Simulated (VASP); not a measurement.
Input of a VASP 6.6.1 run:

POSCAR

```
Ge
1.0
    0.0000000000      2.8289100000      2.8289100000
    2.8289100000      0.0000000000      2.8289100000
    2.8289100000      2.8289100000      0.0000000000
Ge
2
Direct
    0.7500000000      0.7500000000      0.7500000000
    0.5000000000      0.5000000000      0.5000000000
```

INCAR.step1

```
  PREC = Accurate
  ENCUT = 600
  EDIFF = 1E-8
  ISMEAR = -1
  SIGMA = 0.05
  LREAL = F
  LASPH = T
  NELM = 100
  ALGO = Fast
  ISIF = 3
  LWAVE = F
  LCHARG = F
  GGA = PE
  IBRION = 2
  NSW = 40
  EDIFFG = -0.002
```

File INCAR.step2:

```
  PREC = Accurate
  ENCUT = 600
  EDIFF = 1E-8
  ISMEAR = -1
  SIGMA = 0.05
  LREAL = F
  LASPH = T
  NELM = 100
  ALGO = Fast
  ISIF = 2
  LWAVE = F
  LCHARG = F
  GGA = PE
  IBRION = 8
  NSW = 1
```

File KPOINTS:

```
Automatic mesh
0
Gamma
  6 6 6
```

Potentials or basis: VASP PAW PBE potentials, release 64 (Ge_d).

Command:

```sh
$ cat potpaw_PBE.64/Ge_d/POTCAR > POTCAR
$ cp INCAR.step1 INCAR
$ mpirun -np 1 vasp_std > vasp.out
$ cp CONTCAR POSCAR
$ cp INCAR.step2 INCAR
$ mpirun -np 1 vasp_std > vasp.out
```

(1) What does it give for the highest phonon frequency at Γ?

(2) Predict the relaxed volume.

(3) What does it give for the space group after relaxing (to 0.05 Å)?

(4) Estimate the relaxed cell.

## Answers

(1) 255 cm⁻¹.

(2) 23.94 Å³/atom.

(3) Fd-3m (No. 227).

(4) a = 4.076 Å, b = 4.076 Å, c = 4.076 Å, α = 60.00°, β = 60.00°, γ = 60.00°.
